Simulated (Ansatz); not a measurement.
# Co (P6_3/mmc) in Ansatz: notebook, part 2 of 2

Ansatz 0.2.0. Earlier steps stand in the parts before.

**3. Relaxation of cell and atoms, PBEsol, collinear spin, ferromagnetic start, target pressure 10 GPa, at which the enthalpy is minimised**

File input.yaml:

```yaml
crystal:
  lattice:
    - [2.4719999032, 0.0, 0.0]
    - [-1.2359999516, 2.1408147143, 0.0]
    - [0.0, 0.0, 4.02114408]
  atoms:
    - { symbol: Co, position: [0.6666666667, 0.3333333333, 0.75], spin: 2.0 }
    - { symbol: Co, position: [0.3333333333, 0.6666666667, 0.25], spin: 2.0 }
kpoints:
  mp_grid: { grid: [12, 12, 7] }
scf:
  occupations: { method: fermi_dirac, width: 0.05 }
hamiltonian:
  xc: pbesol
  pseudopotentials: { kind: all_electron, lapw: { basis_error: 0.001 } }
magnetization:
  spin_polarized: true
output:
  forces: true
  stress: true
relax:
  f_tol: 0.01
  max_steps: 60
  cell: { p_target: 10 }
```

Potentials or basis: all-electron LAPW, scalar-relativistic.

Command:

```sh
$ ansatz run input.yaml --threads 2 --pin off --max-ram 6144MiB --backend cpu --events-out ev --progress --plain --runs-dir out
```

The log of the run:

```text
Warning: RAYON_NUM_THREADS=2 ignored (pool sized by the plan → 2); use --threads N
The last accepted step is kept in <dir> (removed where the run ends without a failure and the disk answers)
LAPW: plane waves up to 9.422 Å⁻¹, error target 1.0e-3 eV per atom; small_component_spin mean_spin; Co in spheres of 1.196 Å, 17 of its electrons in bands, Dirac shells [] (how accurate: hamiltonian.pseudopotentials.lapw.basis_error, Limitations)
Engine: ansatz 0.2.0, aarch64-unknown-linux-gnu
Pseudopotentials: kind: all_electron
Pseudopotential: Co, LAPW, valence charge 17, lapw/all_electron/scalar/gaussian/Co, Koelling and Harmon's equation, gaussian nucleus
Functional definition: PBEsol
  exchange = pbesol_x
  correlation = pbesol_c
Crystal: 2 atoms, lattice volume = 21.280 Å³
Basis set: ecut = 338.2577022032041 eV, 313 PW (Γ), exchange–correlation at level 2
Bands: 23, of which v1, the nominal top of the filled ones, is band 17 counted from 1 (16 counted from 0)
Symmetry: 24 space group operations
Space group: P63/mmc (ITA 194), of the structure as read, at distance tolerance 2.8e-5 Å
Magnetic group: BNS 194.263 (UNI 1493), of the structure as read, at distance tolerance 2.8e-5 Å
k-points: 76 of 1008
Non-local potential: Co, projectors of the file, none
Initial density: superposition of atomic densities (chi_scale 0.1, normalization cell)
Starting moments: Σ|m| = 4 μB on 2 of 2 sites
Initial wavefunctions: plane waves of lowest kinetic energy (no species holds an atomic orbital)
Functional: x = pbesol(κ = 0.804, μ = 0.12345679012345678), c = pbesol(β = 0.046)
iter 1 solved again at ethr=3.57e-5 eV; its pass at ethr=1.00e-1 eV (dr2=1.21e-2 eV) is discarded
SCF iter   1: F=—  HF=-75768.704366 eV  |F-HF|=—  |Δ(HF+E_count)|=         —  Δρ=1.74e-2 (↑1.72e-2 ↓1.74e-2)  dr2=1.23e-2  dr2_m=5.30e-2  M=3.302 μB ∫|m|=3.426 μB  β_m=0.30  ethr=3.57e-5  ⟨swp⟩=3.2  Hψ=26812  notcnv=0
Mixer restart at iter 1: flushing history
preconditioner: auto → none  [metal: Δε(μ)=0.002 eV  Ē_g=9.789 eV  σ=0.050 eV  W_gap=0.01  n_scr=8 (ndim 8)  ℏωp=34.2 eV  f_vac=0.000  D(μ)=1.93/eV (n_scr^D=22)  sad-step TF]
SCF iter   2: F=—  HF=-75768.779585 eV  |F-HF|=—  |Δ(HF+E_count)|=         —  Δρ=1.36e-2 (↑1.33e-2 ↓1.36e-2)  dr2=6.66e-3  dr2_m=3.34e-2  M=3.238 μB ∫|m|=3.391 μB  β_m=0.30  ethr=3.57e-5  ⟨swp⟩=2.5  Hψ=9992  notcnv=0
Mixer restart at iter 2: flushing history
SCF iter   3: F=—  HF=-75768.810953 eV  |F-HF|=—  |Δ(HF+E_count)|=   3.14e-2  Δρ=9.86e-3 (↑9.63e-3 ↓9.86e-3)  dr2=2.99e-3  dr2_m=1.75e-2  M=3.224 μB ∫|m|=3.406 μB  β_m=0.62  ethr=1.96e-5  ⟨swp⟩=2.0  Hψ=9822  notcnv=0
iter 4 solved again at ethr=1.08e-8 eV; its pass at ethr=8.79e-6 eV (dr2=3.66e-6 eV) is discarded
SCF iter   4: F=—  HF=-75768.854287 eV  |F-HF|=—  |Δ(HF+E_count)|=   4.33e-2  Δρ=1.03e-3 (↑1.00e-3 ↓1.03e-3)  dr2=3.66e-6  dr2_m=2.00e-4  M=3.196 μB ∫|m|=3.459 μB  β_m=0.81  ethr=1.08e-8  ⟨swp⟩=3.0  Hψ=18559  notcnv=0
SCF iter   5: F=—  HF=-75768.856224 eV  |F-HF|=—  |Δ(HF+E_count)|=   1.94e-3  Δρ=9.94e-4 (↑5.22e-4 ↓9.94e-4)  dr2=1.76e-4  dr2_m=3.69e-5  M=3.193 μB ∫|m|=3.472 μB  β_m=0.64  ethr=1.08e-8  ⟨swp⟩=3.8  Hψ=12575  notcnv=0
SCF iter   6: F=—  HF=-75768.855488 eV  |F-HF|=—  |Δ(HF+E_count)|=   7.36e-4  Δρ=1.17e-4 (↑9.49e-5 ↓1.17e-4)  dr2=5.30e-6  dr2_m=9.12e-7  M=3.198 μB ∫|m|=3.485 μB  β_m=0.80  ethr=1.08e-8  ⟨swp⟩=3.6  Hψ=12253  notcnv=0
SCF iter   7: F=—  HF=-75768.855491 eV  |F-HF|=—  |Δ(HF+E_count)|=   2.64e-6  Δρ=1.30e-5 (↑1.07e-5 ↓1.30e-5)  dr2=3.15e-8  dr2_m=1.91e-8  M=3.199 μB ∫|m|=3.488 μB  β_m=0.82  ethr=1.08e-8  ⟨swp⟩=3.0  Hψ=10162  notcnv=0
SCF iter   8: F=-75768.855491 eV  HF=-75768.855491 eV  |F-HF|=2.37e-9  |Δ(HF+E_count)|=   2.18e-8  Δρ=3.11e-6 (↑1.95e-6 ↓3.11e-6)  dr2=5.20e-10  dr2_m=1.16e-9  M=3.198 μB ∫|m|=3.487 μB  ethr=9.27e-11  ⟨swp⟩=2.9  Hψ=10302  notcnv=0
SCF 1 converged in 8 iterations: F = -75768.855491 eV  dr2 = 5.20e-10
[... 45 lines left out ...]
Basis set: ecut = 353.30517908325595 eV, 313 PW (Γ), exchange–correlation at level 2
iter 1 solved again at ethr=2.24e-11 eV; its pass at ethr=1.00e-1 eV (dr2=7.62e-9 eV) is discarded
SCF iter   1: F=—  HF=-75768.843298 eV  |F-HF|=—  |Δ(HF+E_count)|=         —  Δρ=1.78e-5 (↑1.77e-5 ↓1.78e-5)  dr2=1.91e-8  dr2_m=5.21e-8  M=3.027 μB ∫|m|=3.287 μB  β_m=0.65  ethr=2.24e-11  ⟨swp⟩=5.1  Hψ=22700  notcnv=0
preconditioner: auto → none  [metal: Δε(μ)=0.008 eV  Ē_g=10.191 eV  σ=0.050 eV  W_gap=0.04  n_scr=2 (ndim 8)  ℏωp=35.3 eV  f_vac=0.000  D(μ)=1.64/eV (n_scr^D=22)]
SCF iter   2: F=—  HF=-75768.843298 eV  |F-HF|=—  |Δ(HF+E_count)|=   5.33e-8  Δρ=6.27e-6 (↑5.03e-6 ↓6.27e-6)  dr2=1.16e-9  dr2_m=5.51e-9  M=3.027 μB ∫|m|=3.287 μB  β_m=0.61  ethr=2.24e-11  ⟨swp⟩=3.0  Hψ=10590  notcnv=0
SCF iter   3: F=-75768.843298 eV  HF=-75768.843298 eV  |F-HF|=6.95e-8  |Δ(HF+E_count)|=   8.03e-9  Δρ=2.65e-6 (↑2.65e-6 ↓1.68e-6)  dr2=1.35e-9  dr2_m=2.20e-10  M=3.027 μB ∫|m|=3.287 μB  ethr=3.40e-12  ⟨swp⟩=3.0  Hψ=11082  notcnv=0
SCF 5 converged in 3 iterations: F = -75768.843298 eV  dr2 = 1.35e-9
relax step   5: F+E_penalty+E_count = -75768.84329818 eV  Δ(F+E_penalty+E_count) = +3.583e-4 eV  max|allowed force component| = 2.776e-17 eV/Å  Δτ_max = 0.0000 Å  P = +9.997 GPa  Ω = 19.935 Å³  (3 SCF iters, accepted)
Basis set: ecut = 353.30517908325595 eV, 311 PW (Γ), exchange–correlation at level 2
iter 1 solved again at ethr=4.40e-12 eV; its pass at ethr=1.00e-1 eV (dr2=1.50e-9 eV) is discarded
SCF iter   1: F=—  HF=-75768.843298 eV  |F-HF|=—  |Δ(HF+E_count)|=         —  Δρ=2.56e-6 (↑2.56e-6 ↓1.66e-6)  dr2=3.51e-10  dr2_m=6.02e-10  M=3.027 μB ∫|m|=3.287 μB  β_m=0.65  ethr=4.40e-12  ⟨swp⟩=4.9  Hψ=25723  notcnv=0  reapply=99
SCF iter   2: F=—  HF=-75768.843298 eV  |F-HF|=—  |Δ(HF+E_count)|=   3.78e-9  Δρ=9.96e-7 (↑9.69e-7 ↓9.96e-7)  dr2=3.25e-10  dr2_m=1.69e-12  M=3.027 μB ∫|m|=3.287 μB  β_m=0.36  ethr=1.36e-12 (applied; sched 1.03e-12)  ⟨swp⟩=3.1  Hψ=11132  notcnv=0
SCF iter   3: F=-75768.843298 eV  HF=-75768.843298 eV  |F-HF|=3.19e-9  |Δ(HF+E_count)|=   5.31e-9  Δρ=6.53e-7 (↑4.76e-7 ↓6.53e-7)  dr2=1.93e-11  dr2_m=3.96e-11  M=3.027 μB ∫|m|=3.287 μB  ethr=1.30e-12 (applied; sched 1.00e-12)  ⟨swp⟩=3.0  Hψ=11050  notcnv=0
SCF 6 converged in 3 iterations: F = -75768.843298 eV  dr2 = 1.93e-11
relax step   6: F+E_penalty+E_count = -75768.84329843 eV  Δ(F+E_penalty+E_count) = -2.442e-7 eV  max|allowed force component| = 3.238e-17 eV/Å  Δτ_max = 0.0000 Å  P = +9.998 GPa  Ω = 19.935 Å³  stress off target by 5.25e-3 GPa  SCF on the basis re-selected at this cell (its energy is not comparable with the rows above)  (3 SCF iters)
basis re-selected at this cell: Δ(F+E_penalty+E_count) = -2.442e-7 eV, ΔP = +0.002 GPa vs the last step (what re-selecting the basis moved, after the strain that the cell walked since its last selection, with what the two solves' SCF thresholds leave and, on support functions, any second-order correction that the steps lacked; it is no measure of the basis error at this ecutwfc). The dense FFT grid was sized anew with the basis: this SCF ran on 16×16×24 points, the steps before it on 16×16×30, so part of this shift can come from that change (see relax.cell in the input reference). This SCF's stress stands 5.25e-3 GPa from its target on what of the cell is left free (relax.cell.stress_tol is 5.00e-2 GPa) and its largest allowed force component is 3.24e-17 eV/Å (relax.f_tol is 1.00e-2 eV/Å): within both
SCF converged after 3 iterations
Magnetization: 3.0266 μB (18.5133 up, 15.4867 down)
Absolute magnetization: 3.2869 μB (∫|ρ↑−ρ↓|)
Spin contamination: 0.0402 ħ² per cell (⟨S²⟩ above its minimum at these occupations)
Per-site moments (μB) at R_I (Å): [(1.5662356787976783, 1.1700875462256912), (1.5662356787976783, 1.1700875462256912)]
Free energy (F): -75768.843298 eV
Harris-Foulkes:  -75768.843298 eV  (|F-HF|=3.19e-9)
Internal energy: -75768.829677 eV  (E = F + TS)
E sigma→0 (E₀):  -75768.836488 eV
Entropy (-TS):   -0.013621 eV (-6.811 meV/atom)
Fermi energy:    20.908949 eV
--- Per-component energies (eV) ---
  E_band       = -413.021454
  E_kinetic    = 76891.163128
  E_xc         = -3183.260602
  E_electrostatic = -149476.732204  (all electrons and nuclei)
  E_smearing   = -0.013621  (= −TS)
  E_closure    = 0.000000  (closes the sum)
  E_atoms      = -75750.878730  (free atoms, spherical and without spin; not in F)
  Σ components = -75768.843298   (vs F -75768.843298, Δ=0.00e0)
  Basis errors (estimates in eV, not in F): energy 2.4e-4 per atom: plane waves 2.3e-4 (1.2e-4 summed), levels above the bands 9.5e-94, relativity 1.9e-8, radial functions 5.4e-6, core shells 6.0e-9; eigenvalues (radial functions only) 6.1e-7; not estimated: angular momenta, meshes, grids; target (lapw.basis_error) 1.0e-3; muffin-tin radii Co 1.170 Å
--- Forces (eV/Å), atoms counted from 1 ---
  atom   1  Co    -0.00000000    -0.00000000     0.00000000
  atom   2  Co    -0.00000000     0.00000000     0.00000000
  max |Σ_I F_I| component: 9.25e-18 eV/Å
--- Stress (GPa, compression-positive) ---
        9.994751       0.000000       0.000000
        0.000000       9.994751       0.000000
        0.000000       0.000000      10.005215
  P = ⅓ Tr σ = 9.9982 GPa (99.982 kbar)
--- Relaxed structure (5 steps of the walk, 5 accepted, 1 SCFs on fresh bases) ---
  F+E_penalty+E_count = -75768.84329843 eV   max|allowed force component| = 3.238e-17 eV/Å   (the final SCF, on the basis selected at the relaxed cell)
  cell:  # Å, volume = 19.9353 Å³
    - [2.4248946972632437, 0.0, 0.0]
    - [-1.2124473486316218, 2.1000204093321444, 0.0]
    - [0.0, 0.0, 3.9147794643352634]
  atoms:
    - { symbol: Co, position: [0.6666666666666667, 0.33333333333333337, 0.7500000000000001] }
    - { symbol: Co, position: [0.33333333333333337, 0.6666666666666667, 0.25] }
```

Run time: 69 s. Hardware: 2 threads of Arm Neoverse V2, shared host; peak memory 0.54 GiB.

Results:

```
Free energy                                            : -75768.8433 eV
Relaxed volume                                         : 9.97 Å³/atom
Relaxed cell                                           : a = 2.425 Å, b = 2.425 Å, c = 3.915 Å, α = 90.00°, β = 90.00°, γ = 120.00°
Space group after relaxing (to 0.05 Å)                 : P6_3/mmc (No. 194)
Energy change on relaxing (the enthalpy is what falls) : +6.1 meV/atom
Ionic steps                                            : 6
Pressure after relaxing                                : 10.0 GPa
Net moment                                             : 3.03 μB per cell
Absolute moment                                        : 3.29 μB per cell
Site moments                                           : Co +1.57 μB
```

The path:
```tsv
step	energy change (eV)	largest force (eV/Å)	volume (Å³)
1	0.0000	0.0000	21.28
2	-0.0095	0.0000	20.51
3	0.0174	0.0000	19.86
4	0.0118	0.0000	19.94
5	0.0122	0.0000	19.94
6	0.0122	0.0000	19.94
```

Final structure:
```yaml
crystal:
  lattice:
    - [2.42489, 0.00000, 0.00000]
    - [-1.21245, 2.10002, 0.00000]
    - [0.00000, 0.00000, 3.91478]
  atoms:
    - { symbol: Co, position: [0.66667, 0.33333, 0.75000] }
    - { symbol: Co, position: [0.33333, 0.66667, 0.25000] }
```
